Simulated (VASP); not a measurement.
Wanted: the native input for a VASP 6.6.1 run.

* Task: single point
* Functional: PBE
* Dispersion: D3(BJ)
* Potentials or basis: VASP PAW PBE potentials, release 64 (O, H, Cl)
* Cutoff: 520 eV
* k mesh: 1 × 1 × 1
* Occupations: fermi-dirac, width 0.05 eV
* Spin: no spin polarisation
* Dipole correction: no
* Further INCAR settings: LREAL = Auto; ALGO = Normal; EDIFF = 1e-07; NBANDS = 55

The structure of H17ClO8 lies in POSCAR:

```
H17ClO8
1.0
    6.6267050000      0.0000000000      0.0000000000
    0.0000000000      6.6267050000      0.0000000000
    0.0000000000      0.0000000000      6.6267050000
O H Cl
8 17 1
Direct
    0.2691899924      1.0061231256      0.2450027918
    0.9735357695      0.4711194495      0.3440563574
    0.3262640741      0.8002670912      0.6488285848
    0.6535693015      0.7377312998      0.3519970277
    0.9308491566      0.2017319480      1.0201327277
    0.3454774631      0.3499050047      0.4604967650
    0.6879748132     -0.0330336056      0.7672919623
    0.9956973515      0.6702304357      0.8700636709
    0.2988084849      1.1230626857      0.3341078975
    0.1529825816      1.0528773018      0.1650432754
    0.9246487799      0.3693205087      0.2479327223
    0.8627829853      0.5718466893      0.3520781883
    0.2050354123      0.7595197364      0.7262734325
    0.2765612638      0.8543601625      0.5204294169
    0.5451781582      0.6558335617      0.4125546573
    0.5901074906      0.7878756935      0.2289964016
    0.9607958290      0.3198808666      0.9367581186
    0.8279635649      0.1269397061      0.9421017422
    0.3665960054      0.3621105516      0.6054831250
    0.2122571824      0.4143578964      0.4373814621
    0.7311399300      0.0071696329      0.6318103598
    0.5499629538     -0.0888877176      0.7428790271
    1.0236727532      0.6940740899      1.0124118699
    0.8795275664      0.7575231660      0.8379580187
    0.4749609921      0.3025229005      0.0734376990
    0.4761553442      0.4534067190     -0.0528982018
```

The cell was built by a generator and needn't be a form met in nature.

These files were run (other wordings do the same):

INCAR

```
SYSTEM = H17ClO8
  PREC = Accurate
  ENCUT = 520
  EDIFF = 1E-7
  ISMEAR = -1
  SIGMA = 0.05
  LREAL = Auto
  LASPH = .TRUE.
  NELM = 80
  ALGO = Normal
  ISIF = 2
  LWAVE = .FALSE.
  LCHARG = .TRUE.
  GGA = PE
  IVDW = 12
  LELF = .TRUE.
  LVHAR = .TRUE.
  NBANDS = 55
```

KPOINTS

```
regular mesh
0
G
  1 1 1
  0 0 0
```

Potentials or basis: VASP PAW PBE potentials, release 64 (O, H, Cl).

Command:

```bash
$ cat potpaw_PBE.64/O/POTCAR potpaw_PBE.64/H/POTCAR potpaw_PBE.64/Cl/POTCAR > POTCAR
$ mpirun -np 1 vasp_gam > vasp.out
```

Results of the run:

```json
{"Pressure": "-0.9 GPa", "Largest force": "0.324 eV/Å", "Band gap on the k mesh": "4.66 eV, direct", "Dispersion energy per atom": "-0.036 eV"}
```

Run time: 45 s on 1 thread of Intel(R) Xeon(R) Platinum 8488C (Sapphire Rapids) (shared host), peak memory 0.33 GiB.
